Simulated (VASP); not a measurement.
Here is a VASP 6.6.1 calculation.

The input INCAR:

```
  PREC = Accurate
  ENCUT = 520
  EDIFF = 1E-7
  ISMEAR = 0
  SIGMA = 0.01
  LREAL = F
  LASPH = T
  NELM = 60
  ALGO = Fast
  ISIF = 2
  LWAVE = F
  LCHARG = F
  ISPIN = 2
  MAGMOM = 1 1
  LORBIT = 11
  NUPDOWN = 2
  GGA = PE
  IBRION = 2
  NSW = 40
  EDIFFG = -0.005
  ISYM = 0
```

Contents of KPOINTS:

```
Automatic mesh
0
Gamma
  1 1 1
```

The input POSCAR:

```
O
1.0
   12.0000000000      0.0000000000      0.0000000000
    0.0000000000     12.5000000000      0.0000000000
    0.0000000000      0.0000000000     13.0000000000
O
2
Direct
    0.5000000000      0.5000000000      0.4530769200
    0.5000000000      0.5000000000      0.5469230800
```

Potentials or basis: VASP PAW PBE potentials, release 64 (O).

Run with:

```bash
$ cat potpaw_PBE.64/O/POTCAR > POTCAR
$ mpirun -np 2 vasp_gam > vasp.out
```

(1) Estimate the energy gained by relaxing.

Results:

(1) 3.2 meV/atom.

Caveat: the standard files for N, O and F lose accuracy on very short bonds; the total moment is fixed, so each spin has its own Fermi level.
